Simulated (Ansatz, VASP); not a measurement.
Hf in VASP and in Ansatz

INCAR

```
SYSTEM = Hf
  PREC = Accurate
  ENCUT = 520
  EDIFF = 1E-6
  ISMEAR = -1
  SIGMA = 0.05
  LREAL = .False.
  LASPH = .True.
  NELM = 100
  ALGO = Normal
  ISIF = 2
  LWAVE = .False.
  LCHARG = .False.
  GGA = PE
  NBANDS = 17
```

The input KPOINTS:

```
regular mesh
0
Gamma
  13 13 7
  0 0 0
```

The input POSCAR:

```
Hf
1.0
    3.2593948047      0.0000000000      0.0000000000
   -1.6296974024      2.8227187018      0.0000000000
    0.0000000000      0.0000000000      5.1569977332
Hf
2
Direct
    0.3333333333      0.6666666667      0.2500000000
    0.6666666667      0.3333333333      0.7500000000
```

Input for Ansatz:

```yaml
crystal:
  lattice:
    - [3.2593948047, 0.0, 0.0]
    - [-1.6296974024, 2.8227187018, 0.0]
    - [0.0, 0.0, 5.1569977332]
  atoms:
    - { symbol: Hf, position: [0.3333333333, 0.6666666667, 0.25] }
    - { symbol: Hf, position: [0.6666666667, 0.3333333333, 0.75] }
kpoints:
  mp_grid: { grid: [13, 13, 7] }
  band_path:
    path:
      - [0.0, 0.0, 0.0]
      - [0.5, 0.0, 0.0]
      - [0.3333333333, 0.3333333333, 0.0]
      - [0.0, 0.0, 0.0]
      - [0.0, 0.0, 0.5]
      - [0.5, 0.0, 0.5]
      - [0.3333333333, 0.3333333333, 0.5]
      - [0.0, 0.0, 0.5]
      - [0.5, 0.0, 0.5]
    npoints: 5
scf:
  occupations: { method: fermi_dirac, width: 0.05 }
hamiltonian:
  xc: pbe
  pseudopotentials: { kind: all_electron, lapw: { basis_error: 0.0005 } }
output:
  forces: true
  stress: true
  eigenvalues: true
```

Change from the starting cell: volume scaled by 1.06.

Alike in both runs: task single point; functional PBE; k mesh 13 × 13 × 7; occupations fermi-dirac, width 0.05 eV; no spin polarisation.

|  | VASP | Ansatz |
| --- | --- | --- |
| version | VASP 6.6.1 | Ansatz 0.2.0 |
| potentials or method | VASP PAW PBE potentials, release 64 (Hf_pv) | all-electron LAPW, scalar-relativistic |
| plane-wave cutoff (eV) | 520 | see its input |

|  | VASP | Ansatz | Ansatz less VASP |
| --- | --- | --- | --- |
| pressure (GPa) | -5.5 | -5.0 | +0.44 |
| largest component of the traceless stress (GPa) | 0.27 | 0.21 | -0.060 |

Ansatz ran all-electron here, so the differences hold the error of VASP's frozen core and of both bases.

Spin-orbit coupling is left out, which matters for the levels of Hf.
